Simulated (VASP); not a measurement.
# Al (Fm-3m) in VASP: notebook

Runs on Al. Level: PBE. Tasks: single point.

Program: VASP 6.6.1. These are calculated values, not measurements. Logs are shortened: lines on timing, memory, paths and dates and some standing lists are left out, and cuts for length are marked.

**1. The undisturbed crystal**

The structure is cubic, space group Fm-3m (No. 225). Conventional cell: a = 4.050 Å, b = 4.050 Å, c = 4.050 Å, α = 90.00°, β = 90.00°, γ = 90.00°. Around Al (site symmetry m-3m) lie 12 Al at 2.86 Å.

**2. Single point, PBE (grid = ENCUT=400 dk=0.9 cell=2x2x2 ISMEAR=1 SIGMA=0.1 LREAL=Auto EDIFF=1e-06)**

INCAR reads:

```
SYSTEM = Al
  ALGO = Fast
  EDIFF = 1E-6
  ENCUT = 400
  GGA = PE
  ISIF = 2
  ISMEAR = 1
  LASPH = .TRUE.
  LCHARG = .FALSE.
  LREAL = Auto
  LWAVE = .FALSE.
  NBANDS = 20
  NELM = 120
  PREC = Accurate
  SIGMA = 0.1
```

KPOINTS reads:

```
k-points
0
G
  2 2 2
  0 0 0
```

POSCAR reads:

```
Al
1.0
    0.0000000000      4.0496100000      4.0496100000
    4.0496100000      0.0000000000      4.0496100000
    4.0496100000      4.0496100000      0.0000000000
Al
8
Direct
    0.0000000000      0.0000000000      0.0000000000
    0.0000000000      0.0000000000      0.5000000000
    0.0000000000      0.5000000000      0.0000000000
    0.0000000000      0.5000000000      0.5000000000
    0.5000000000      0.0000000000      0.0000000000
    0.5000000000      0.0000000000      0.5000000000
    0.5000000000      0.5000000000      0.0000000000
    0.5000000000      0.5000000000      0.5000000000
```

Potentials or basis: VASP PAW PBE potentials, release 64 (Al).

Command:

```sh
> cat potpaw_PBE.64/Al/POTCAR > POTCAR
> mpirun -np 1 vasp_std > vasp.out
```

OUTCAR:

```text
SYSTEM = Al
   EDIFF = 1E-6
   ENCUT = 400
   GGA = PE
   ISIF = 2
   ISMEAR = 1
   LASPH = .TRUE.
   LREAL = Auto
   NELM = 120
   PREC = Accurate

 Found      3 irreducible k-points:

 Following reciprocal coordinates:
            Coordinates               Weight
  0.000000  0.000000  0.000000      1.000000
  0.500000  0.000000  0.000000      4.000000
  0.500000  0.500000  0.000000      3.000000
   k-points           NKPTS =      3   k-points in BZ     NKDIM =      3   number of bands    NBANDS=     20
   number of dos      NEDOS =    301   number of ions     NIONS =      8
   total plane-waves  NPLWV =  64000
   dimension x,y,z NGX =    40 NGY =   40 NGZ =   40
   dimension x,y,z NGXF=    80 NGYF=   80 NGZF=   80
   ions per type =               8
   NGX,Y,Z   is equivalent  to a cutoff of  11.61, 11.61, 11.61 a.u.
   NGXF,Y,Z  is equivalent  to a cutoff of  23.22, 23.22, 23.22 a.u.
 SYSTEM =  Al
   PREC   = accura    normal or accurate (medium, high low for compatibility)
   ISTART =      0    job   : 0-new  1-cont  2-samecut
   ICHARG =      2    charge: 1-file 2-atom 10-const
   ISPIN  =      1    spin polarized calculation?
   LNONCOLLINEAR =      F non collinear calculations
   LSORBIT =      F    spin-orbit coupling
   LASPH  =      T    aspherical Exc in radial PAW
   ENCUT  =  400.0 eV  29.40 Ry    5.42 a.u.   9.34  9.34  9.34*2*pi/ulx,y,z
   NELM   =    120;   NELMIN=  2; NELMDL= -5     # of ELM steps
   EDIFF  = 0.1E-05   stopping-criterion for ELM
   LREAL  =      T    real-space projection
   EDIFFG = 0.1E-04   stopping-criterion for IOM
   NSW    =      0    number of steps for IOM
[... 5 lines left out ...]
   TEBEG  =    0.0;   TEEND  =   0.0 temperature during run
   PSTRESS=    0.0 pullay stress
   NELECT =      24.0000    total number of electrons
   NUPDOWN=      -1.0000    fix difference up-down
   EMIN   =  10.00;   EMAX   =-10.00  energy-range for DOS
   EFERMI =   0.00;   METHOD = LEGACY
   ISMEAR =     1;   SIGMA  =   0.10  broadening in eV -4-tet -1-fermi 0-gaus
   EFERMI_NEDOS =   21; number of points for ismear=-14 and -15
   IALGO  =     68    algorithm
   IMIX   =      4    mixing-type and parameters
     AMIX     =   0.40;   BMIX     =  1.00
     AMIX_MAG =   1.60;   BMIX_MAG =  1.00
  volume/ion in A,a.u.               =      16.60       112.04
  Fermi-wavevector in a.u.,A,eV,Ry     =   0.925526  1.748991 11.654733  0.856599
  Thomas-Fermi vector in A             =   2.051390
   LORBIT       =      0    0 simple, 1 ext, 2 COOP (PROOUT), +10 PAW based schemes
   GGA     = PE    functional components
   LHFCALC =     F    Hartree Fock is set to
   AEXX    =    0.0000 exact exchange contribution
   IVDW    =     0    specifies the selected vdW correction
   LEPSILON=     F    determine dielectric tensor
   LRPA    =     F    only Hartree local field effects (RPA)
 non-spin polarized calculation
 RMM-DIIS sequential band-by-band and
 Methfessel and Paxton  Order N= 1 SIGMA  =   0.10
  energy-cutoff  :      400.00
  volume of cell :      132.82
 maximum number of plane-waves:      2450
 NGX is ok and might be reduce to    40
   NGX = 19   NGY = 19   NGZ = 19

 number of electron      24.0000000 magnetization

 Free energy of the ion-electron system (eV)
  ---------------------------------------------------
  ext. energy  EPLUGINS =         0.00000000
  ---------------------------------------------------
  free energy    TOTEN  =       -27.60662201 eV

  energy without entropy =      -27.56828301  energy(sigma->0) =      -27.59384234

 E-fermi :   7.2226     XC(G=0): -10.1704

 val. band max:        7.1879981641   @ k =   0.5000   0.0000   0.0000
 cond. band min:       8.1166988529   @ k =   0.5000   0.5000   0.0000
 fundamental gap:      0.9287006888
 Fermi energy:         7.2225612314

 k-point     1 :       0.0000    0.0000    0.0000
  band No.  band energies     occupation
      1      -3.1518      2.00000
      2       3.3705      2.00000
      3       3.3705      2.00000
      4       3.3705      2.00000
      5       3.3705      2.00000
      6       3.5701      2.00000
[... 12 lines left out ...]
     19      13.5051      0.00000
     20      13.5051      0.00000

 k-point     2 :       0.5000    0.0000    0.0000
  band No.  band energies     occupation
      1      -1.4690      2.00000
      2      -1.4690      2.00000
      3       2.9162      2.00000
      4       2.9162      2.00000
      5       2.9162      2.00000
      6       2.9162      2.00000
[... 12 lines left out ...]
     19      11.5810      0.00000
     20      11.5810      0.00000

 k-point     3 :       0.5000    0.5000    0.0000
  band No.  band energies     occupation
      1      -0.9126      2.00000
      2      -0.9126      2.00000
      3       1.2922      2.00000
      4       1.2922      2.00000
      5       1.2922      2.00000
      6       1.2922      2.00000
[... 12 lines left out ...]
     19      10.6733      0.00000
     20      10.6733      0.00000

------------------------ aborting loop because EDIFF is reached ----------------------------------------

  FORCE on cell =-STRESS in cart. coord.  units (eV):
  Direction    XX          YY          ZZ          XY          YZ          ZX
  --------------------------------------------------------------------------------------
  -------------------------------------------------------------------------------------
  Total        0.0630846      0.0630846      0.0630846      0.0000000      0.0000000      0.0000000
  in kB        0.7609641      0.7609641      0.7609641      0.0000000      0.0000000      0.0000000
  external PRESSURE =       0.7609641 kB  Pullay stress =       0.0000000 kB

 VOLUME and BASIS-vectors are now :
 -----------------------------------------------------------------------------
  energy-cutoff  :      400.00
  volume of cell :      132.82
      direct lattice vectors                 reciprocal lattice vectors
     0.000000000  4.049610000  4.049610000    -0.123468680  0.123468680  0.123468680
     4.049610000  0.000000000  4.049610000     0.123468680 -0.123468680  0.123468680
     4.049610000  4.049610000  0.000000000     0.123468680  0.123468680 -0.123468680

 POSITION                                       TOTAL-FORCE (eV/Angst)
 -----------------------------------------------------------------------------------
      0.00000      0.00000      0.00000        -0.000000      0.000000      0.000000
      2.02481      2.02481      0.00000        -0.000000      0.000000      0.000000
      2.02481      0.00000      2.02481         0.000000      0.000000     -0.000000
      4.04961      2.02481      2.02481         0.000000     -0.000000     -0.000000
      0.00000      2.02481      2.02481         0.000000     -0.000000      0.000000
      2.02481      4.04961      2.02481         0.000000     -0.000000      0.000000
      2.02481      2.02481      4.04961         0.000000     -0.000000     -0.000000
      4.04961      4.04961      4.04961        -0.000000     -0.000000     -0.000000
 -----------------------------------------------------------------------------------
    total drift:                                0.000000      0.000000     -0.000000

  FREE ENERGIE OF THE ION-ELECTRON SYSTEM (eV)
  ---------------------------------------------------
  free  energy   TOTEN  =       -27.6066220069 eV

  energy  without entropy=      -27.5682830141  energy(sigma->0) =      -27.59384234
```

stdout:

```text
POSCAR found type information on POSCAR Al
 POSCAR found :  1 types and       8 ions
 scaLAPACK will be used
 -----------------------------------------------------------------------------
|                                                                             |
|                                                                             |
|     You have a (more or less) 'small supercell' and for smaller cells       |
|     it is recommended to use the reciprocal-space projection scheme!        |
|     The real-space optimization is not efficient for small cells and it     |
|     is also less accurate ...                                               |
|     Therefore, set LREAL=.FALSE. in the INCAR file.                         |
|                                                                             |
 -----------------------------------------------------------------------------

 LDA part: xc-table for (Slater+PW92), standard interpolation
 POSCAR, INCAR and KPOINTS ok, starting setup
 FFT: planning ... GRIDC
 FFT: planning ... GRID_SOFT
 FFT: planning ... GRID
 WAVECAR not read
 entering main loop
```

It took 8.5 s on 1 thread of Intel Xeon Platinum 8488C (Sapphire Rapids), shared host; peak memory 0.21 GiB.

The run converged, but some of its settings lie outside the range that counts as converged, so its numbers aren't taken as properties of the crystal.

Results:

```
Free energy            : -27.6066 eV
Pressure               : 0.1 GPa
Band gap on the k mesh : none (metal or under the smearing width)
```

Caveat: the k mesh is coarse (spacing up to 0.67 Å⁻¹), so the values aren't converged.

**3. Single point, PBE (grid = ENCUT=400 dk=0.6 cell=2x2x2 ISMEAR=1 SIGMA=0.1 LREAL=Auto EDIFF=1e-06)**

INCAR is that of step 2.

KPOINTS reads:

```
k-points
0
G
  3 3 3
  0 0 0
```

POSCAR is that of step 2.

Potentials or basis: VASP PAW PBE potentials, release 64 (Al).

Command:

```sh
> cat potpaw_PBE.64/Al/POTCAR > POTCAR
> mpirun -np 1 vasp_std > vasp.out
```

Run time: 10 s. Hardware: 1 thread of Intel Xeon Platinum 8488C (Sapphire Rapids), shared host; peak memory 0.21 GiB.

The run converged, but some of its settings lie outside the range that counts as converged, so its numbers aren't taken as properties of the crystal.

What came out:

```
Free energy            : -30.4865 eV
Pressure               : 0.0 GPa
Band gap on the k mesh : none (metal or under the smearing width)
```

Caveat: the k mesh is coarse (spacing up to 0.45 Å⁻¹), so the values aren't converged.

**4. Single point, PBE (grid = ENCUT=280 dk=0.35 cell=2x2x2 ISMEAR=1 SIGMA=0.1 LREAL=Auto EDIFF=1e-06)**

INCAR, as its differences from that of step 3:

```diff
@@ -3,3 +3,3 @@
   EDIFF = 1E-6
-  ENCUT = 400
+  ENCUT = 280
   GGA = PE
```

KPOINTS reads:

```
k-points
0
G
  4 4 4
  0 0 0
```

POSCAR is that of step 3.

Command:

```sh
> cat potpaw_PBE.64/Al/POTCAR > POTCAR
> mpirun -np 1 vasp_std > vasp.out
```

Run time: 7.6 s. Hardware: 1 thread of Intel Xeon Platinum 8488C (Sapphire Rapids), shared host; peak memory 0.16 GiB.

The run converged, but some of its settings lie outside the range that counts as converged, so its numbers aren't taken as properties of the crystal.

What came out:

| Property | Result |
| --- | --- |
| Free energy | -29.8765 eV |
| Pressure | -0.5 GPa |
| Band gap on the k mesh | none (metal or under the smearing width) |

Caveat: the cutoff is under 1.25 times the usual one of these potentials, so pressure, stress and relaxed cells hold a basis-set (Pulay) error.

**5. For comparison**

An earlier run on the cell as given: functional PBE; potentials or basis VASP PAW PBE potentials, release 64 (Al); cutoff 520 eV; k mesh 11 × 11 × 11; occupations fermi-dirac, width 0.05 eV; no spin polarisation.

- Pressure: -0.5 GPa
- Band gap on the k mesh: none (metal or under the smearing width)
